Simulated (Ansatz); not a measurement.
**How far is PAW off for BeSe?**

```
CELL_PARAMETERS angstrom
0.00000 2.53500 2.53500
2.53500 0.00000 2.53500
2.53500 2.53500 0.00000
ATOMIC_POSITIONS crystal
Be 0.00000 0.00000 0.00000
Se 0.75000 0.75000 0.75000
```

Atoms are numbered in the order listed.

The geometry is COD entry 9008837, unchecked; take it as a test cell. It differs from other determinations.

All numbers are computed: DFT, PBE, PAW with Ansatz's default frozen-core files, fully relativistic files with spin-orbit coupling (Ansatz 0.2.0); DFT, PBE, all-electron LAPW, Dirac equation with spin-orbit coupling (Ansatz 0.2.0).

For PAW: a Γ-centred 10×10×10 k mesh, Fermi–Dirac smearing of 0.02 eV, cutoff 420 eV, no spin polarisation. LAPW targets a basis error of 1 meV/atom. The Ansatz runs share mesh, smearing and spin set-up. Plane-wave (PAW) pressures include the program's estimate of the Pulay term.

Stress and pressure are positive in compression.

Levels count from the top of the valence band.

```json
{"quantity": "pressure (GPa)", "PAW": "5.36", "LAPW": "5.35"}
{"quantity": "band gap (eV)", "PAW": "2.391", "LAPW": "2.390"}
{"quantity": "highest filled level at K (eV)", "PAW": "-2.491", "LAPW": "-2.491"}
{"quantity": "lowest empty level at K (eV)", "PAW": "3.564", "LAPW": "3.564"}
{"quantity": "highest filled level at L (eV)", "PAW": "-1.165", "LAPW": "-1.165"}
{"quantity": "lowest empty level at L (eV)", "PAW": "4.352", "LAPW": "4.352"}
{"quantity": "highest filled level at Γ (eV)", "PAW": "0.000", "LAPW": "0.000"}
{"quantity": "lowest empty level at Γ (eV)", "PAW": "4.551", "LAPW": "4.552"}
```

PAW's pressure differs from the LAPW value by about 0.01 GPa or less.
